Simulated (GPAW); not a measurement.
# Hf (P6_3/mmc) in GPAW: a series of runs

Runs on Hf. Level: PBE. Tasks: relaxation of cell and atoms.

Everything below comes from runs of GPAW 26.7.0. Logs are shortened: lines on timing, memory, paths and dates and some standing lists are left out, and cuts for length are marked. The log counts tension as positive stress, the text compression.

## 1. The structure

Symmetry: P6_3/mmc, No. 194, hexagonal system. The conventional cell has a = 3.197 Å, b = 3.197 Å, c = 5.058 Å, α = 90.00°, β = 90.00°, γ = 120.00°. Hf (site symmetry -6m2) has 12 Hf at 3.13 to 3.20 Å as nearest neighbours.

## 2. Relaxation of cell and atoms, PBE, target pressure 20 GPa, at which the enthalpy is minimised

The input, run.py:

```python
from ase.filters import FrechetCellFilter
from ase.io import read, write
from ase.optimize import BFGS
from ase.units import GPa
from gpaw import GPAW, PW

atoms = read('POSCAR')

calc = GPAW(mode=PW(600),
            xc='PBE',
            kpts={'size': (10, 10, 5), 'gamma': True},
            occupations={'name': 'fermi-dirac', 'width': 0.05},
            nbands=24,
            convergence={'density': 1e-05, 'forces': 0.0001},
            maxiter=150,
            txt='gpaw.txt')
atoms.calc = calc
opt = BFGS(FrechetCellFilter(atoms, scalar_pressure=20 * GPa), trajectory='relax.traj', logfile='-')
done = opt.run(fmax=0.02, steps=60)
calc.write('gs.gpw')
write('result.traj', atoms)
print('Converged:', done)
print('Cell:', atoms.cell.cellpar().round(4))
print('Volume:', round(atoms.get_volume(), 4))
print(atoms.get_scaled_positions().round(5))
```

The input, POSCAR:

```
Hf
1.0
    3.1967000000      0.0000000000      0.0000000000
   -1.5983500000      2.7684234083      0.0000000000
    0.0000000000      0.0000000000      5.0578000000
Hf
2
Direct
    0.6666666667      0.3333333333      0.7500000000
    0.3333333333      0.6666666667      0.2500000000
```

Potentials or basis: GPAW PAW data sets (gpaw-data 1.2.1), pw.

On the command line:

```bash
> OMP_NUM_THREADS=1 python run.py
```

gpaw.txt:

```text
__  _  _
 | _ |_)|_||  |
 |__||  | ||/\| - 26.7.0

Input parameters:
  mode=PW(ecut=600.0),
  convergence={'density': 1e-05, 'forces': 0.0001},
  kpts=MonkhorstPack(size=(10, 10, 5), gamma=True),
  maxiter=150,
  nbands=24,
  occupations=Occupations(name='fermi-dirac', width=0.05),
  xc=XC(name='PBE')

Diagonalizing LCAO Hamiltonian
Converting LCAO to pw mode

           Hf

        Hf

Atoms  # Å, Bohr magnetons
|   | symbol |         x |        y |        z |    initial magnetic moments |
|---|--------|-----------|----------|----------|-----------------------------|
| 0 |     Hf |  1.598350 | 0.922808 | 3.793350 | ( 0.0000,  0.0000,  0.0000) |
| 1 |     Hf | -0.000000 | 1.845616 | 1.264450 | ( 0.0000,  0.0000,  0.0000) |

Unit cell  # Å
| periodic |         x |        y |        z |  lengths |     angles |
|----------|-----------|----------|----------|----------|------------|
|      yes |  3.196700 | 0.000000 | 0.000000 | 3.196700 |  90.000000 |
|      yes | -1.598350 | 2.768423 | 0.000000 | 3.196700 |  90.000000 |
|      yes |  0.000000 | 0.000000 | 5.057800 | 5.057800 | 120.000000 |

Number of symmetries: 12
Symmetry operations  # r_c * U_cc + t_c -> r_c
|    | kind |            matrix            |
|----|------|------------------------------|
|  0 |  σ   |  1, 1, 0,  0,-1, 0,  0, 0, 1 |
|  1 |  S6  |  1, 1, 0, -1, 0, 0,  0, 0,-1 |
|  2 |  E   |  1, 0, 0,  0, 1, 0,  0, 0, 1 |
|  3 |  C2  |  1, 0, 0, -1,-1, 0,  0, 0,-1 |
|  4 |  C2  |  0, 1, 0,  1, 0, 0,  0, 0,-1 |
|  5 |  C3  |  0, 1, 0, -1,-1, 0,  0, 0, 1 |
|  6 |  S6  |  0,-1, 0,  1, 1, 0,  0, 0,-1 |
|  7 |  σ   |  0,-1, 0, -1, 0, 0,  0, 0, 1 |
|  8 |  σ   | -1, 0, 0,  1, 1, 0,  0, 0, 1 |
[... 191 lines left out ...]
Atoms  # Å, Bohr magnetons
|   | symbol |         x |        y |        z |    initial magnetic moments |
|---|--------|-----------|----------|----------|-----------------------------|
| 0 |     Hf |  1.568428 | 0.905533 | 3.720616 | ( 0.0000,  0.0000,  0.0000) |
| 1 |     Hf | -0.000000 | 1.811065 | 1.240205 | ( 0.0000,  0.0000,  0.0000) |

Unit cell  # Å
| periodic |         x |        y |        z |  lengths |     angles |
|----------|-----------|----------|----------|----------|------------|
|      yes |  3.136857 | 0.000000 | 0.000000 | 3.136857 |  90.000000 |
|      yes | -1.568428 | 2.716598 | 0.000000 | 3.136857 |  90.000000 |
|      yes |  0.000000 | 0.000000 | 4.960821 | 4.960821 | 120.000000 |

Number of symmetries: 12
Symmetry operations  # r_c * U_cc + t_c -> r_c
|    | kind |            matrix            |
|----|------|------------------------------|
|  0 |  σ   |  1, 1, 0,  0,-1, 0,  0, 0, 1 |
|  1 |  S6  |  1, 1, 0, -1, 0, 0,  0, 0,-1 |
|  2 |  E   |  1, 0, 0,  0, 1, 0,  0, 0, 1 |
|  3 |  C2  |  1, 0, 0, -1,-1, 0,  0, 0,-1 |
|  4 |  C2  |  0, 1, 0,  1, 0, 0,  0, 0,-1 |
|  5 |  C3  |  0, 1, 0, -1,-1, 0,  0, 0, 1 |
|  6 |  S6  |  0,-1, 0,  1, 1, 0,  0, 0,-1 |
|  7 |  σ   |  0,-1, 0, -1, 0, 0,  0, 0, 1 |
|  8 |  σ   | -1, 0, 0,  1, 1, 0,  0, 0, 1 |
[... 190 lines left out ...]
Atoms  # Å, Bohr magnetons
|   | symbol |         x |        y |        z |    initial magnetic moments |
|---|--------|-----------|----------|----------|-----------------------------|
| 0 |     Hf |  1.524906 | 0.880405 | 3.616958 | ( 0.0000,  0.0000,  0.0000) |
| 1 |     Hf | -0.000000 | 1.760810 | 1.205653 | ( 0.0000,  0.0000,  0.0000) |

Unit cell  # Å
| periodic |         x |         y |        z |  lengths |     angles |
|----------|-----------|-----------|----------|----------|------------|
|      yes |  3.049813 |  0.000000 | 0.000000 | 3.049813 |  90.000000 |
|      yes | -1.524906 |  2.641215 | 0.000000 | 3.049813 |  90.000000 |
|      yes | -0.000000 | -0.000000 | 4.822611 | 4.822611 | 120.000000 |

Number of symmetries: 12
Symmetry operations  # r_c * U_cc + t_c -> r_c
|    | kind |            matrix            |
|----|------|------------------------------|
|  0 |  σ   |  1, 1, 0,  0,-1, 0,  0, 0, 1 |
|  1 |  S6  |  1, 1, 0, -1, 0, 0,  0, 0,-1 |
|  2 |  E   |  1, 0, 0,  0, 1, 0,  0, 0, 1 |
|  3 |  C2  |  1, 0, 0, -1,-1, 0,  0, 0,-1 |
|  4 |  C2  |  0, 1, 0,  1, 0, 0,  0, 0,-1 |
|  5 |  C3  |  0, 1, 0, -1,-1, 0,  0, 0, 1 |
|  6 |  S6  |  0,-1, 0,  1, 1, 0,  0, 0,-1 |
|  7 |  σ   |  0,-1, 0, -1, 0, 0,  0, 0, 1 |
|  8 |  σ   | -1, 0, 0,  1, 1, 0,  0, 0, 1 |
[... 113 lines left out ...]
SCF iterations
|iter     | |      energy | eigst |  dens |force |
|---------|-|-------------|-------|-------|------|
|iter:   1| |  -14.932946 | -0.10 |       |      |
|iter:   2| |  -14.884801 | -2.78 | -1.42 |      |
|iter:   3| |  -14.650604 | -1.70 | -1.45 |      |
|iter:   4| |  -14.660068 | -3.21 | -2.32 |      |
|iter:   5| |  -14.664611 | -4.51 | -2.64 |      |
|iter:   6| |  -14.664617c| -6.56 | -3.90 |      |
|iter:   7| |  -14.664617c| -8.30c| -4.39 |      |
|iter:   8| |  -14.664617c| -8.14c| -5.00c|      |
|iter:   9| |  -14.664617c| -8.57c| -5.42c|-3.17 |
|iter:  10| |  -14.664617c| -9.59c| -6.40c|-4.94c|

Converged in 10 steps
Energy contributions relative to reference atoms: (reference = -819772.230551)

Energy contributions:
  Kinetic:          38.155408
  Coulomb:         -32.797773
  Zero:             -0.977114
  External:          0.000000
  Xc:              -19.041875
  Entropy:          -0.006526
  Spinorbit:         0.000000
  ----------------------------
  Free energy:     -14.667880
  Extrapolated:    -14.664617
[... 31 lines left out ...]
Stress tensor  # eV/Ang^3
|         x |         y |         z |
|-----------|-----------|-----------|
| -0.130314 |  0.000000 |  0.000000 |
|  0.000000 | -0.130314 |  0.000000 |
|  0.000000 |  0.000000 | -0.134446 |

Forces  # eV/Ang
|        x |        y |        z |
|----------|----------|----------|
| -0.00000 | -0.00000 |  0.00002 |  # Hf   0
|  0.00000 |  0.00000 | -0.00002 |  # Hf   1

Interpolating wave functions to new cell

           Hf

        Hf

Atoms  # Å, Bohr magnetons
|   | symbol |         x |        y |        z |    initial magnetic moments |
|---|--------|-----------|----------|----------|-----------------------------|
| 0 |     Hf |  1.527951 | 0.882163 | 3.626116 | ( 0.0000,  0.0000,  0.0000) |
| 1 |     Hf | -0.000000 | 1.764326 | 1.208706 | ( 0.0000,  0.0000,  0.0000) |

Unit cell  # Å
| periodic |         x |         y |         z |  lengths |     angles |
|----------|-----------|-----------|-----------|----------|------------|
|      yes |  3.055902 | -0.000000 | -0.000000 | 3.055902 |  90.000000 |
|      yes | -1.527951 |  2.646489 | -0.000000 | 3.055902 |  90.000000 |
|      yes | -0.000000 | -0.000000 |  4.834822 | 4.834822 | 120.000000 |

Number of symmetries: 12
Symmetry operations  # r_c * U_cc + t_c -> r_c
|    | kind |            matrix            |
|----|------|------------------------------|
|  0 |  σ   |  1, 1, 0,  0,-1, 0,  0, 0, 1 |
|  1 |  S6  |  1, 1, 0, -1, 0, 0,  0, 0,-1 |
|  2 |  E   |  1, 0, 0,  0, 1, 0,  0, 0, 1 |
|  3 |  C2  |  1, 0, 0, -1,-1, 0,  0, 0,-1 |
|  4 |  C2  |  0, 1, 0,  1, 0, 0,  0, 0,-1 |
|  5 |  C3  |  0, 1, 0, -1,-1, 0,  0, 0, 1 |
|  6 |  S6  |  0,-1, 0,  1, 1, 0,  0, 0,-1 |
|  7 |  σ   |  0,-1, 0, -1, 0, 0,  0, 0, 1 |
|  8 |  σ   | -1, 0, 0,  1, 1, 0,  0, 0, 1 |
[... 189 lines left out ...]
Atoms  # Å, Bohr magnetons
|   | symbol |         x |        y |        z |    initial magnetic moments |
|---|--------|-----------|----------|----------|-----------------------------|
| 0 |     Hf |  1.527627 | 0.881976 | 3.626867 | ( 0.0000,  0.0000,  0.0000) |
| 1 |     Hf | -0.000000 | 1.763952 | 1.208955 | ( 0.0000,  0.0000,  0.0000) |

Unit cell  # Å
| periodic |         x |         y |         z |  lengths |     angles |
|----------|-----------|-----------|-----------|----------|------------|
|      yes |  3.055254 | -0.000000 | -0.000000 | 3.055254 |  90.000000 |
|      yes | -1.527627 |  2.645928 |  0.000000 | 3.055254 |  90.000000 |
|      yes | -0.000000 |  0.000000 |  4.835822 | 4.835822 | 120.000000 |

Number of symmetries: 12
Symmetry operations  # r_c * U_cc + t_c -> r_c
|    | kind |            matrix            |
|----|------|------------------------------|
|  0 |  σ   |  1, 1, 0,  0,-1, 0,  0, 0, 1 |
|  1 |  S6  |  1, 1, 0, -1, 0, 0,  0, 0,-1 |
|  2 |  E   |  1, 0, 0,  0, 1, 0,  0, 0, 1 |
|  3 |  C2  |  1, 0, 0, -1,-1, 0,  0, 0,-1 |
|  4 |  C2  |  0, 1, 0,  1, 0, 0,  0, 0,-1 |
|  5 |  C3  |  0, 1, 0, -1,-1, 0,  0, 0, 1 |
|  6 |  S6  |  0,-1, 0,  1, 1, 0,  0, 0,-1 |
|  7 |  σ   |  0,-1, 0, -1, 0, 0,  0, 0, 1 |
|  8 |  σ   | -1, 0, 0,  1, 1, 0,  0, 0, 1 |
[... 113 lines left out ...]
SCF iterations
|iter     | |      energy | eigst |  dens |force |
|---------|-|-------------|-------|-------|------|
|iter:   1| |  -14.696182 | -4.15 |       |      |
|iter:   2| |  -14.696181 | -7.19 | -3.63 |      |
|iter:   3| |  -14.696172c| -6.49 | -3.66 |      |
|iter:   4| |  -14.696172c| -8.06c| -4.50 |      |
|iter:   5| |  -14.696172c| -8.47c| -4.99 |      |
|iter:   6| |  -14.696172c| -9.25c| -5.92c|      |
|iter:   7| |  -14.696172c| -9.80c| -6.17c|-3.98 |
|iter:   8| |  -14.696172c|-10.39c| -6.58c|-5.12c|

Converged in 8 steps
Energy contributions relative to reference atoms: (reference = -819772.230551)

Energy contributions:
  Kinetic:          36.993329
  Coulomb:         -31.876062
  Zero:             -0.977419
  External:          0.000000
  Xc:              -18.832754
  Entropy:          -0.006530
  Spinorbit:         0.000000
  ----------------------------
  Free energy:     -14.699437
  Extrapolated:    -14.696172
[... 50 lines left out ...]
Atoms  # Å, Bohr magnetons
|   | symbol |         x |        y |        z |    initial magnetic moments |
|---|--------|-----------|----------|----------|-----------------------------|
| 0 |     Hf |  1.526336 | 0.881231 | 3.631749 | ( 0.0000,  0.0000,  0.0000) |
| 1 |     Hf | -0.000000 | 1.762461 | 1.210582 | ( 0.0000,  0.0000,  0.0000) |

Unit cell  # Å
| periodic |         x |        y |         z |  lengths |     angles |
|----------|-----------|----------|-----------|----------|------------|
|      yes |  3.052673 | 0.000000 | -0.000000 | 3.052673 |  90.000000 |
|      yes | -1.526336 | 2.643692 |  0.000000 | 3.052673 |  90.000000 |
|      yes | -0.000000 | 0.000000 |  4.842331 | 4.842331 | 120.000000 |

Number of symmetries: 12
Symmetry operations  # r_c * U_cc + t_c -> r_c
|    | kind |            matrix            |
|----|------|------------------------------|
|  0 |  σ   |  1, 1, 0,  0,-1, 0,  0, 0, 1 |
|  1 |  S6  |  1, 1, 0, -1, 0, 0,  0, 0,-1 |
|  2 |  E   |  1, 0, 0,  0, 1, 0,  0, 0, 1 |
|  3 |  C2  |  1, 0, 0, -1,-1, 0,  0, 0,-1 |
|  4 |  C2  |  0, 1, 0,  1, 0, 0,  0, 0,-1 |
|  5 |  C3  |  0, 1, 0, -1,-1, 0,  0, 0, 1 |
|  6 |  S6  |  0,-1, 0,  1, 1, 0,  0, 0,-1 |
|  7 |  σ   |  0,-1, 0, -1, 0, 0,  0, 0, 1 |
|  8 |  σ   | -1, 0, 0,  1, 1, 0,  0, 0, 1 |
[... 169 lines left out ...]
Stress tensor  # eV/Ang^3
|         x |         y |         z |
|-----------|-----------|-----------|
| -0.124929 |  0.000000 |  0.000000 |
|  0.000000 | -0.124929 |  0.000000 |
|  0.000000 |  0.000000 | -0.125037 |

Forces  # eV/Ang
|        x |        y |        z |
|----------|----------|----------|
|  0.00000 |  0.00000 |  0.00002 |  # Hf   0
| -0.00000 | -0.00000 | -0.00002 |  # Hf   1

# Writing to gs.gpw (mode='')
```

It took 2.3 min on 1 thread of Arm Neoverse V2, shared host; peak memory 0.29 GiB.

What came out:

```yaml
Free_energy: -14.6978 eV
Relaxed_volume: 19.54 Å³/atom
Relaxed_cell: a = 3.053 Å, b = 3.053 Å, c = 4.842 Å, α = 90.00°, β = 90.00°, γ = 120.00°
Space_group_after_relaxing_to_0.05_Å: P6_3/mmc (No. 194)
Energy_change_on_relaxing_the_enthalpy_is_what_falls: +168.1 meV/atom
Ionic_steps: 6
Pressure_after_relaxing: 20.0 GPa
Band_gap_on_the_k_mesh: none (metal or under the smearing width)
```

Step by step:
```tsv
step	energy change (eV)	largest force (eV/Å)	pressure (GPa)	volume (Å³)
1	0.0000	0.0000	0.91	44.76
2	0.0653	0.0000	7.94	42.27
3	0.3661	0.0000	21.10	38.85
4	0.3335	0.0001	19.94	39.10
5	0.3346	0.0000	19.98	39.09
6	0.3362	0.0000	20.02	39.08
```

Final structure:
```cif
data_structure
_symmetry_space_group_name_H-M 'P 1'
_symmetry_Int_Tables_number 1
_cell_length_a 3.0527
_cell_length_b 3.0527
_cell_length_c 4.8423
_cell_angle_alpha 90.000
_cell_angle_beta 90.000
_cell_angle_gamma 120.000
_cell_volume 39.08
loop_
_atom_site_label
_atom_site_type_symbol
_atom_site_fract_x
_atom_site_fract_y
_atom_site_fract_z
_atom_site_occupancy
Hf1 Hf 0.66667 0.33333 0.75000 1
Hf2 Hf 0.33333 0.66667 0.25000 1
```

Levels at points of the mesh, in eV from the Fermi level:
| k point | band 8 | band 9 | band 10 | band 11 | band 12 | band 13 | band 14 | band 15 | band 16 | band 17 |
| --- | --- | --- | --- | --- | --- | --- | --- | --- | --- | --- |
| (0.00, 0.00, 0.00) | -29.73 | -7.76 | -4.12 | 1.18 | 1.22 | 1.22 | 1.52 | 2.19 | 2.19 | 2.97 |
| (0.50, 0.50, 0.00) | -29.87 | -3.54 | -3.26 | -2.67 | -0.50 | 0.78 | 1.06 | 1.95 | 6.85 | 7.46 |

Caveat: later steps reuse the first step's grids. Spin-orbit coupling is left out, which matters for the levels of Hf.

## 3. Relaxation of cell and atoms, PBE, target pressure 30 GPa, at which the enthalpy is minimised

run.py: that of step 2 with these lines changed.

```diff
@@ -17,3 +17,3 @@
 atoms.calc = calc
-opt = BFGS(FrechetCellFilter(atoms, scalar_pressure=20 * GPa), trajectory='relax.traj', logfile='-')
+opt = BFGS(FrechetCellFilter(atoms, scalar_pressure=30 * GPa), trajectory='relax.traj', logfile='-')
 done = opt.run(fmax=0.02, steps=60)
```

POSCAR is that of step 2.

Potentials or basis: GPAW PAW data sets (gpaw-data 1.2.1), pw.

On the command line:

```bash
> OMP_NUM_THREADS=1 python run.py
```

Run time: 2.3 min. Hardware: 1 thread of Arm Neoverse V2, shared host; peak memory 0.29 GiB.

The run converged. Its results:

```yaml
Free_energy: -14.3860 eV
Relaxed_volume: 18.53 Å³/atom
Relaxed_cell: a = 2.996 Å, b = 2.996 Å, c = 4.770 Å, α = 90.00°, β = 90.00°, γ = 120.00°
Space_group_after_relaxing_to_0.05_Å: P6_3/mmc (No. 194)
Energy_change_on_relaxing_the_enthalpy_is_what_falls: +324.3 meV/atom
Ionic_steps: 6
Pressure_after_relaxing: 30.0 GPa
Band_gap_on_the_k_mesh: none (metal or under the smearing width)
```

The path:
| step | energy change (eV) | largest force (eV/Å) | pressure (GPa) | volume (Å³) |
| --- | --- | --- | --- | --- |
| 1 | 0.0000 | 0.0000 | 0.91 | 44.76 |
| 2 | 0.1426 | 0.0000 | 12.18 | 41.03 |
| 3 | 0.7211 | 0.0000 | 32.16 | 36.70 |
| 4 | 0.6432 | 0.0000 | 29.89 | 37.10 |
| 5 | 0.6448 | 0.0000 | 29.94 | 37.09 |
| 6 | 0.6486 | 0.0000 | 30.01 | 37.07 |

Final structure:
```
Hf
1.0
     2.99559    0.00000    0.00000
    -1.49779    2.59426    0.00000
     0.00000    0.00000    4.76990
Hf
2
Direct
  0.66667 0.33333 0.75000
  0.33333 0.66667 0.25000
```

Levels at points of the mesh, in eV from the Fermi level:
| k point | band 9 | band 10 | band 11 | band 12 | band 13 | band 14 | band 15 | band 16 |
| --- | --- | --- | --- | --- | --- | --- | --- | --- |
| (0.00, 0.00, 0.00) | -7.93 | -4.33 | 1.20 | 1.20 | 1.40 | 1.47 | 2.23 | 2.23 |
| (0.50, 0.50, 0.00) | -3.65 | -3.53 | -2.90 | -0.34 | 0.76 | 1.10 | 2.03 | 7.25 |

Caveat: later steps reuse the first step's grids; the volume moved by over 15 % at a fixed basis, so the end points are rough. The run has no spin-orbit coupling, so splittings on Hf are missing.
